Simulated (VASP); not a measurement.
A run of VASP 6.6.1:

File INCAR:

```
SYSTEM = GaP
PREC = Accurate
ENCUT = 600
EDIFF = 1E-6
ISMEAR = -1
SIGMA = 0.05
LREAL = .FALSE.
LASPH = .TRUE.
NELM = 100
ALGO = Normal
ISIF = 3
LWAVE = .FALSE.
LCHARG = .FALSE.
GGA = RE
IVDW = 11
IBRION = 2
NSW = 40
EDIFFG = -0.01
```

KPOINTS

```
Automatic mesh
0
G
  8 8 8
  0 0 0
```

The input POSCAR:

```
GaP
1.0
    0.0000000000      2.7252500000      2.7252500000
    2.7252500000      0.0000000000      2.7252500000
    2.7252500000      2.7252500000      0.0000000000
Ga P
1 1
Direct
    0.0000000000      0.0000000000      0.0000000000
    0.7500000000      0.7500000000      0.7500000000
```

Potentials or basis: VASP PAW PBE potentials, release 64 (Ga_d, P).

Run with:

```sh
$ cat potpaw_PBE.64/Ga_d/POTCAR potpaw_PBE.64/P/POTCAR > POTCAR
$ mpirun -np 1 vasp_std > vasp.out
```

Hardware: 1 thread of Intel(R) Xeon(R) Platinum 8488C (Sapphire Rapids), with other jobs on the host.

Problem. How long does it take, and how much memory?

Solution. It took 26 s on 1 thread of Intel(R) Xeon(R) Platinum 8488C (Sapphire Rapids), on a shared host, peak memory 0.2 GiB. Counts: scf iterations 25, k points 29, ion steps 3.
